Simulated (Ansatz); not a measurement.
Computed with DFT PBE, scalar-relativistic, plane waves, PAW (Ansatz). Settings: cutoff 420 eV, Γ-centred meshes spaced at most about 0.3 Å⁻¹, and about 0.25 Å⁻¹ or finer for metals (2π included), Gaussian smearing. No spin polarisation in the final relaxations.

All energies are static (0 K, no zero-point motion). All come from trial cells, and lower structures may exist.

Question: Which of these relaxed structures of As is the lowest in energy?
A.

```
CELL_PARAMETERS angstrom
6.99060 0.00000 0.00000
-3.49530 6.05404 0.00000
0.00000 0.00000 3.74700
ATOMIC_POSITIONS crystal
As 0.32817 0.00000 0.50000
As 0.00000 0.32817 0.83333
As 0.67183 0.67183 0.16667
As 0.67183 0.00000 0.50000
As 0.00000 0.67183 0.83333
As 0.32817 0.32817 0.16667
```

B.

```
CELL_PARAMETERS angstrom
5.40014 0.00000 0.00000
0.00000 5.40014 0.00000
0.00000 0.00000 5.62178
ATOMIC_POSITIONS crystal
As 0.50000 0.00000 0.70413
As 0.00000 0.50000 0.79587
As 0.00000 0.50000 0.20413
As 0.50000 0.00000 0.29587
As 0.50000 0.50000 0.75000
As 0.50000 0.50000 0.25000
```

Answer: B. It has space group P4_2/mmc (No. 131); the next, A, with space group P6_422 (No. 181), lies 89 meV/atom higher. Counting all near atoms (those within 1.25 times the shortest such distance or 1.15 times the sum of covalent radii; a plus sign parts nearer from farther groups; a slash parts the counts of unlike sites), the lowest has As 1+2/6 and the next has As 3.

Cells relaxed within their symmetry can be saddle points. The part of the Crystallography Open Database at hand lists As in space groups No. 64, 166; no cell shown has one of them. Some candidate types were left out of the draw beforehand, so a known form may be missing.
